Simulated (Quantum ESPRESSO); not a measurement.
Write the native input for Quantum ESPRESSO 7.5 that does the following.

```yaml
Task: dielectric tensor
Functional: BLYP
Potentials_or_basis: GBRV 1.5 PBE
Cutoff: 612 eV
Density_cutoff: 4898 eV
k_mesh: 10 × 10 × 10, shifted
Occupations: fermi-dirac, width 0.05 eV
Spin: no spin polarisation
Mixing_beta: 0.5
Most_SCF_iterations: 120
SCF_threshold: 4e-10 Ry
```

BN:

```xyz
2
Lattice="0.0000 1.8130 1.8130 1.8130 0.0000 1.8130 1.8130 1.8130 0.0000" Properties=species:S:1:pos:R:3 pbc="T T T"
N     0.9065    0.9065    0.9065
B     0.0000    0.0000    0.0000
```

The cell is a database's computed one.

These files were run (other wordings do the same):

pw.in

```
&CONTROL
  calculation = 'scf'
  prefix = 'pwscf'
  outdir = './tmp'
  pseudo_dir = './pseudo'
  tprnfor = .true.
  tstress = .true.
  disk_io = 'low'
/
&SYSTEM
  ibrav = 0
  A = 2.5639706
  nat = 2
  ntyp = 2
  ecutwfc = 45
  ecutrho = 360
  nbnd = 9
  input_dft = 'blyp'
  occupations = 'smearing'
  smearing = 'fd'
  degauss = 0.00367493
/
&ELECTRONS
  conv_thr = 4d-10
  electron_maxstep = 120
  mixing_beta = 0.5
/
ATOMIC_SPECIES
N     14.0070 n_pbe_v1.2.uspp.F.UPF
B     10.8100 b_pbe_v1.4.uspp.F.UPF
CELL_PARAMETERS alat
   0.0000000000    0.7071067820    0.7071067820
   0.7071067820    0.0000000000    0.7071067820
   0.7071067820    0.7071067820    0.0000000000
ATOMIC_POSITIONS alat
N      0.3535533910    0.3535533910    0.3535533910
B      0.0000000000    0.0000000000    0.0000000000
K_POINTS automatic
10 10 10 1 1 1
```

scf2.in

```
&CONTROL
  calculation = 'scf'
  prefix = 'pwscf'
  outdir = './tmp'
  pseudo_dir = './pseudo'
  tprnfor = .true.
  tstress = .true.
  disk_io = 'low'
/
&SYSTEM
  ibrav = 0
  A = 2.5639706
  nat = 2
  ntyp = 2
  ecutwfc = 45
  ecutrho = 360
  nbnd = 9
  input_dft = 'blyp'
  occupations = 'fixed'
/
&ELECTRONS
  conv_thr = 1d-13
  electron_maxstep = 120
  mixing_beta = 0.5
  startingpot = 'file'
  startingwfc = 'file'
/
ATOMIC_SPECIES
N     14.0070 n_pbe_v1.2.uspp.F.UPF
B     10.8100 b_pbe_v1.4.uspp.F.UPF
CELL_PARAMETERS alat
   0.0000000000    0.7071067820    0.7071067820
   0.7071067820    0.0000000000    0.7071067820
   0.7071067820    0.7071067820    0.0000000000
ATOMIC_POSITIONS alat
N      0.3535533910    0.3535533910    0.3535533910
B      0.0000000000    0.0000000000    0.0000000000
K_POINTS automatic
10 10 10 1 1 1
```

ph.in

```
dielectric of BN
&INPUTPH
  prefix = 'pwscf'
  outdir = './tmp'
  tr2_ph = 1d-18
  fildyn = 'dyn'
  niter_ph = 90
  alpha_mix(1) = 0.7
  epsil = .true.
  trans = .false.
  zeu = .true.
/
0.0000000000 0.0000000000 0.0000000000
```

Potentials or basis: GBRV 1.5 PBE.

Launch:

```bash
$ OMP_NUM_THREADS=1 pw.x -in pw.in > pw.out
$ OMP_NUM_THREADS=1 pw.x -in scf2.in > scf2.out
$ OMP_NUM_THREADS=1 ph.x -in ph.in > ph.out
```

It gave:

```json
{
  "Pressure": "8.6 GPa",
  "Electronic dielectric tensor (diagonal)": "4.51",
  "Born charges (mean of the diagonal)": "N -1.93; B +1.92 e"
}
```

Caveat: the potentials were made for another functional, which shifts forces and pressure; the cell is more than 3 GPa from zero pressure, which shifts response properties.

Run time: 94 s on 1 thread of Intel(R) Xeon(R) Processor @ 2.50GHz (Skylake/Cascade Lake), on a shared host, peak memory 0.05 GiB.
